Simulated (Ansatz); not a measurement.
Ionic part of the dielectric constant of ZrO2 at 12 GPa, mode by mode

All numbers below come from DFT PBE, scalar-relativistic, plane waves, PAW in Ansatz 0.2.0. Settings: 420 eV plane-wave cutoff, Γ-centred 8×8×8 mesh, fixed occupations. No spin polarisation. Phonons by linear response, acoustic sum rule imposed.

Symmetry: Fm-3m, No. 225, cubic system. Conventional cell: a = 5.038 Å, b = 5.038 Å, c = 5.038 Å, α = 90.00°, β = 90.00°, γ = 90.00°. Zr (site symmetry m-3m) has 8 O at 2.18 Å as nearest neighbours. Around O (site symmetry -43m) lie 4 Zr at 2.18 Å.

Other phases may be more stable at this pressure.

The primitive cell has V = 31.97 Å³ and ε∞,zz = 5.755. Each polar mode adds Δε = (4.92064×10⁷/V)·S/ν² along z, with S its oscillator strength in e²/amu, ν in cm⁻¹ and V in Å³.

Problem. From these modes, find each Δε and ε0,zz.
| ν (cm⁻¹) | S_zz (e²/amu) |
| --- | --- |
| 271.0 | 1.398 |

Solution.
```
ν (cm⁻¹)     Δε
   271.0  29.30
```

The sum is 29.302, so ε0,zz = 35.06; the run's tensor has 35.06.

Problem. Where do the longitudinal modes lie for a wave vector along z?

Solution. At 669 cm⁻¹. The Lyddane–Sachs–Teller product Π(ν_LO/ν_TO)² = 6.09 matches ε0/ε∞ = 6.09.

This fluorite-type form isn't the usual stable structure of the compound at low pressure.

Cost: 1 run of about 0.46 core-minutes, on Intel Xeon Processor @ 2.70GHz (shared hosts).